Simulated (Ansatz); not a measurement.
Here is an Ansatz 0.2.0 calculation.

input

```
crystal:
  lattice:
    - [4.0346224068, 0.0, 0.0]
    - [-2.0173112034, 3.494085499, 0.0]
    - [0.0, 0.0, 6.43229418]
  atoms:
    - { symbol: S, position: [0.6666666667, 0.3333333333, 0.87924415] }
    - { symbol: S, position: [0.3333333333, 0.6666666667, 0.37924415] }
    - { symbol: Mg, position: [0.3333333333, 0.6666666667, 0.99575485] }
    - { symbol: Mg, position: [0.6666666667, 0.3333333333, 0.49575485] }
hamiltonian:
  xc: { exchange: pbe, correlation: pbe, exx: { coeff: 0.4, omega: 0.2 } }
  pseudopotentials: { kind: paw }
kpoints:
  mp_grid: { grid: [4, 4, 2] }
scf:
  occupations: { method: fermi_dirac, width: 0.05 }
output:
  forces: true
  stress: true
  eigenvalues: true
```

(1) Predict the band gap on the k mesh.

(2) What does it give for the largest force?

(3) Predict the pressure.

Answers

(1) 5.20 eV, direct.

(2) 0.053 eV/Å.

(3) -0.5 GPa.

Caveat: the k mesh is coarse (spacing up to 0.49 Å⁻¹), so the values aren't converged, least of all with exact exchange; the PAW data sets come from PBE, with cores solved anew for the run's functional, which leaves a small shift of forces and pressure; the thresholds are loose for stress.
